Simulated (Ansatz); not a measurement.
Runs of Ansatz 0.2.0 on AlNi. The structure is cubic, space group Pm-3m (No. 221). The conventional cell has a = 2.881 Å, b = 2.881 Å, c = 2.881 Å, α = 90.00°, β = 90.00°, γ = 90.00°. Ni (site symmetry m-3m) is surrounded by 8 Al at 2.50 Å. Al (site symmetry m-3m) is surrounded by 8 Ni at 2.50 Å. 

```tsv
level	cell	cutoff (eV)	target pressure (GPa)	gap on the mesh (eV)	pressure (GPa)	moment (μB)	relaxed volume (Å³/atom)
PBEsol	relaxed	420	0	none	0.0	0.00	11.71
r2SCAN	relaxed	500	-	none	0.0	0.00	11.73
PBEsol	relaxed	420	-	none	0.0	0.00	11.71
PBEsol	relaxed to 20 GPa	420	20	none	20.0	0.00	-
PBEsol	relaxed to 5 GPa	420	5	none	5.0	0.00	-
PBEsol	relaxed to 2 GPa	420	2	none	2.0	0.00	-
revPBE	relaxed	420	-	none	0.0	0.00	(a)
RPBE	relaxed	420	-	none	0.0	0.00	12.39
```

Alike in all rows: task relaxation of cell and atoms; potentials or basis Ansatz PAW; spin collinear, ferromagnetic start; k mesh 9 × 9 × 9; smearing fermi-dirac 0.05 eV.

Question: Estimate the missing entries.

Answer: (a) 12.32.

Caveats: the plane-wave basis is chosen anew once the cell has moved, so the energies of steps on either side of that aren't comparable; the PAW data sets come from PBE, with cores solved anew for the run's functional, which leaves a small shift of forces and pressure; the starting moments weren't kept; the magnetic or orbital state may not be the lowest (some runs).

A gap of «none» marks a metal or a gap under the smearing width.

Runs at the PBE level aren't shown here.
